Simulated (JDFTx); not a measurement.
Crystal: Na.

```
Na
1.0
    -2.14100    2.14100    2.14100
     2.14100   -2.14100    2.14100
     2.14100    2.14100   -2.14100
Na
1
Direct
  0.00000 0.00000 0.00000
```

| Item | Value |
| --- | --- |
| Program | JDFTx 1.7.0 (patched build) |
| Task | relaxation of cell and atoms |
| Functional | PBE |
| Dispersion | D3 |
| Potentials or basis | PseudoDojo-SR-PBE-0.5-standard with smoothed tails |
| Cutoff | 1197 eV |
| Density cutoff | 4789 eV |
| k mesh | 9 × 9 × 9 |
| Occupations | fermi-dirac, width 0.05 eV |
| Spin | no spin polarisation |

At the start: pressure -0.6 GPa; volume 39.26 Å³/atom.

Problem. Where does the relaxation end?

Solution. Over 5 steps the energy falls by 6.3 meV/atom and the volume is 36.08 Å³/atom (-8.1 %); space group Im-3m (No. 229, to 0.05 Å).

Step by step:
```csv
step,energy change (eV),largest force (eV/Å),pressure (GPa),volume (Å³)
1,0.0000,0.0000,-0.60,39.26
2,-0.0017,0.0000,-0.52,38.78
3,-0.0063,0.0000,0.03,35.93
4,-0.0063,0.0000,0.00,36.08
5,-0.0063,0.0000,0.00,36.08
```

Final structure:
```cif
data_structure
_symmetry_space_group_name_H-M 'P 1'
_symmetry_Int_Tables_number 1
_cell_length_a 3.6056
_cell_length_b 3.6056
_cell_length_c 3.6056
_cell_angle_alpha 109.471
_cell_angle_beta 109.471
_cell_angle_gamma 109.471
_cell_volume 36.08
loop_
_atom_site_label
_atom_site_type_symbol
_atom_site_fract_x
_atom_site_fract_y
_atom_site_fract_z
_atom_site_occupancy
Na1 Na 0.00000 0.00000 0.00000 1
```

Caveat: the plane waves are those of the starting cell, so after so large a change of volume the result is rough; pairwise dispersion overbinds metals, which lowers pressure and volume.
